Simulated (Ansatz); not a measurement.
**Deforming BaTiO$_{3}$**

```
Ba Ti O
1.0
     4.00730    0.00000    0.00000
     0.00000    4.00730    0.00000
     0.00000    0.00000    4.00730
Ba Ti O
1 1 3
Direct
  0.50000 0.50000 0.50000
  0.00000 0.00000 0.00000
  0.50000 0.00000 0.00000
  0.00000 0.50000 0.00000
  0.00000 0.00000 0.50000
```

Atoms are numbered in the order listed.

The conventional cell has a = 4.007 Å, b = 4.007 Å, c = 4.007 Å, α = 90.00°, β = 90.00°, γ = 90.00°. Around Ba (atom 1) lie 12 O at 2.83 Å. Around Ti (atom 2) lie 6 O at 2.00 Å. O (atom 3) is surrounded by 2 Ti at 2.00 Å.

The cell is COD entry 1507757, as deposited and not checked against the literature; nothing was relaxed.

Spin–orbit coupling is left out, though it moves levels of the heavy atoms by tenths of an eV or more.

Computed with DFT, PBE, all-electron PAW with datasets made for the crystal, scalar-relativistic in Ansatz 0.2.0.

Sampling and basis: a Γ-centred 8×8×8 k mesh, Fermi–Dirac smearing of 0.05 eV, cutoff 540 eV (chosen by the program for this cell), no spin polarisation.

The unchanged cell is at 1.50 GPa.

x, y and z are the Cartesian axes of the cell as listed; fractional coordinates follow a strain, and an engineering shear is twice the off-diagonal strain component.

Vzz stands for the principal value of largest size of the field-gradient tensor, whatever its axis.

Spin–orbit coupling is left out, which moves gradients at and beside heavy atoms by some per cent and at worst by a factor of two.

One change gave: energy change +1 meV/atom; stress change (xx, yy, zz, yz, xz, xy) 0.03, 0.03, 0.03, 1.22, 1.22, 1.22 GPa, compression positive; Vzz in 10²¹ V/m²: Ba1 0 → -1.16 (η = 0.00), Ti2 0 → 0.40 (η = 0.00), O3 2.51 → 2.52 (η = 0.01). Which change was it?
A. equal xy, yz and zx engineering shear strains of +1 %
B. equal xy, yz and zx engineering shear strains of -3 %
C. equal xy, yz and zx engineering shear strains of -2 %
D. equal xy, yz and zx engineering shear strains of +3 %
E. equal xy, yz and zx engineering shear strains of -1 %
F. equal xy, yz and zx engineering shear strains of +2 %

E. For equal xy, yz and zx engineering shear strains of -3 %: energy change +13 meV/atom; stress change (xx, yy, zz, yz, xz, xy) 0.25, 0.25, 0.25, 3.68, 3.68, 3.68 GPa, compression positive; Vzz in 10²¹ V/m²: Ba1 0 → -3.21 (η = 0.00), Ti2 0 → 1.20 (η = 0.00), O3 2.51 → 2.60 (η = 0.01); gap on the k mesh 1.80 → 1.62 eV. For equal xy, yz and zx engineering shear strains of +2 %: energy change +6 meV/atom; stress change (xx, yy, zz, yz, xz, xy) 0.11, 0.11, 0.11, -2.40, -2.40, -2.40 GPa, compression positive; Vzz in 10²¹ V/m²: Ba1 0 → 2.54 (η = 0.00), Ti2 0 → -0.78 (η = 0.00), O3 2.51 → 2.56 (η = 0.03). For equal xy, yz and zx engineering shear strains of -2 %: energy change +6 meV/atom; stress change (xx, yy, zz, yz, xz, xy) 0.11, 0.11, 0.11, 2.45, 2.45, 2.45 GPa, compression positive; Vzz in 10²¹ V/m²: Ba1 0 → -2.23 (η = 0.00), Ti2 0 → 0.79 (η = 0.00), O3 2.51 → 2.55 (η = 0.01); gap on the k mesh 1.80 → 1.68 eV. For equal xy, yz and zx engineering shear strains of +1 %: energy change +1 meV/atom; stress change (xx, yy, zz, yz, xz, xy) 0.03, 0.03, 0.03, -1.21, -1.21, -1.21 GPa, compression positive; Vzz in 10²¹ V/m²: Ba1 0 → 1.23 (η = 0.00), Ti2 0 → -0.39 (η = 0.00), O3 2.51 → 2.52 (η = 0.01). For equal xy, yz and zx engineering shear strains of +3 %: energy change +13 meV/atom; stress change (xx, yy, zz, yz, xz, xy) 0.25, 0.25, 0.25, -3.59, -3.59, -3.59 GPa, compression positive; Vzz in 10²¹ V/m²: Ba1 0 → 3.91 (η = 0.00), Ti2 0 → -1.17 (η = 0.00), O3 2.51 → 2.61 (η = 0.06); gap on the k mesh 1.80 → 1.69 eV.
